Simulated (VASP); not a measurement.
Runs of VASP 6.6.1 on Be. The structure is hexagonal, space group P6_3/mmc (No. 194). The conventional cell has a = 2.285 Å, b = 2.285 Å, c = 3.584 Å, α = 90.00°, β = 90.00°, γ = 120.00°. Around Be (site symmetry -6m2) lie 12 Be at 2.23 to 2.29 Å. 

```csv
task,level,potentials or basis,spin,cell,cutoff (eV),smearing,optimiser,other keys,gap on the mesh (eV),pressure (GPa)
core levels,PBEsol,"VASP PAW PBE potentials, release 64 (Be_sv)",off,volume scaled by 1.04,520,methfessel-paxton 0.1 eV,-,-,none,-7.9
optical spectrum,vdW-DF,"VASP PAW PBE potentials, release 64 (Be)",off,as given,520,methfessel-paxton 0.2 eV,-,-,none,(a)
atomic charges,RPBE+D3(BJ),"VASP PAW PBE potentials, release 64 (Be)",off,as given,520,methfessel-paxton 0.1 eV,-,-,none,-24.5
relaxation of the atoms,revPBE+D2,"VASP PAW PBE potentials, release 64 (Be)",off,"atoms relaxed from: atoms moved at random, drawn with an rms of 0.15 Å",520,gaussian 0.01 eV,BFGSLineSearch,-,none,-6.1
```

Alike in all rows: k mesh 13 × 13 × 8.

**Question.** Fill in the values left out.

**Answer.** (a) 0.0.

Caveats: the PAW data sets were made with another functional, which shifts forces and pressure a little (some runs); pairwise dispersion overbinds metals, which lowers pressure and volume (some runs); spectra need much finer meshes, so this one isn't converged (some runs); independent-particle spectra lack excitons (some runs); the intraband (Drude) part of a metal's response may be missing (some runs); so large a pressure means that the cell lies far from this level's equilibrium, or that cutoff or potentials fall short (some runs); the potentials were made for another functional, which shifts forces and pressure (some runs).

A gap of «none» marks a metal or a gap under the smearing width.

The runs don't all hold the same shells in valence.
